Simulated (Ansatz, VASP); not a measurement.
# Sb: VASP beside Ansatz

```
Sb
1.0
     6.16882    0.00000    0.00000
     0.00000    6.16882    0.00000
     0.00000    0.00000    2.96231
Sb
3
Direct
  0.00000 0.00000 0.00000
  0.00000 0.50000 0.00000
  0.50000 0.00000 0.00000
```

Alike in both runs: functional PBE; k mesh 4 × 4 × 6; occupations gaussian, width 0.1 eV; no spin polarisation.

Ansatz relaxed the structure, and its values are those at the end. VASP's run is a single point on that final structure, the one shown.

```csv
,VASP,Ansatz
version,VASP 6.6.1,Ansatz 0.2.0
potentials or method,"VASP PAW PBE potentials, release 64 (Sb)","scalar-relativistic, plane waves, PAW"
plane-wave cutoff (eV),520,420
valence electrons in the cell,15,45
```

|  | VASP | Ansatz | Ansatz less VASP |
| --- | --- | --- | --- |
| gap on the k mesh at the Fermi level (eV) | none | none | - |
| pressure (GPa) | 0.0 | 0.0 | +0.01 |

A gap of «none» marks a metal or a gap that the smearing closes. The two sets of potentials don't hold the same shells in valence.

The runs have no spin-orbit coupling, so splittings on Sb are missing.
